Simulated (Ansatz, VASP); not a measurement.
**TiN (Osbornite) in VASP and in Ansatz**

The input INCAR:

```
SYSTEM = TiN
PREC = Accurate
ENCUT = 520
EDIFF = 1E-6
ISMEAR = -1
SIGMA = 0.02
LREAL = .FALSE.
LASPH = .TRUE.
NELM = 60
ALGO = Normal
ISIF = 2
LWAVE = .FALSE.
LCHARG = .FALSE.
GGA = PE
NBANDS = 16
```

File KPOINTS:

```
Automatic mesh
0
G
  10 10 10
  0 0 0
```

POSCAR

```
TiN
1.0
    0.0000000000      2.1161426597      2.1161426597
    2.1161426597      0.0000000000      2.1161426597
    2.1161426597      2.1161426597      0.0000000000
Ti N
1 1
Direct
    0.0000000000      0.0000000000      0.0000000000
    0.5000000000      0.5000000000      0.5000000000
```

Input for Ansatz:

```yaml
crystal:
  lattice:
    - [0.0, 2.1161426597, 2.1161426597]
    - [2.1161426597, 0.0, 2.1161426597]
    - [2.1161426597, 2.1161426597, 0.0]
  atoms:
    - { symbol: Ti, position: [0.0, 0.0, 0.0] }
    - { symbol: "N", position: [0.5, 0.5, 0.5] }
kpoints:
  mp_grid: { grid: [10, 10, 10] }
  band_path:
    path:
      - [[0.0, 0.0, 0.0], [0.5, -4.033162942073e-34, 0.5], [0.625, 0.25, 0.625]]
      - [[0.375, 0.375, 0.75], [0.0, 0.0, 0.0], [0.5, 0.5, 0.5], [0.5, 0.25, 0.75], [0.5, -4.033162942073e-34, 0.5]]
    npoints: 10
hamiltonian:
  xc: pbe
scf:
  occupations: { method: fermi_dirac, width: 0.02 }
  n_extra_bands: 4
output:
  forces: true
  stress: true
  eigenvalues: true
  write_density: true
  write_potential: true
  elf: true
  volumetric_format: npy
```

Alike in both runs: task single point; functional PBE; k mesh 10 × 10 × 10; occupations fermi-dirac, width 0.02 eV; no spin polarisation.

|  | VASP | Ansatz |
| --- | --- | --- |
| version | VASP 6.6.1 | Ansatz 0.2.0 |
| potentials or method | VASP PAW PBE potentials, release 64 (Ti_sv, N) | plane waves, PAW |
| plane-wave cutoff (eV) | 520 | 420 |
| valence electrons in the cell | 17 | 17 |

Ansatz gave:

| Quantity | Value |
| --- | --- |
| gap on the k mesh at the Fermi level (eV) | none |
| pressure (GPa) | 2.9 |

Problem. Which values does VASP return?

Solution. gap on the k mesh at the Fermi level (eV): none; pressure (GPa): 3.3.

A gap of «none» marks a metal or a gap that the smearing closes. With one functional, cell and mesh, what is left measures potentials, basis and numerics.
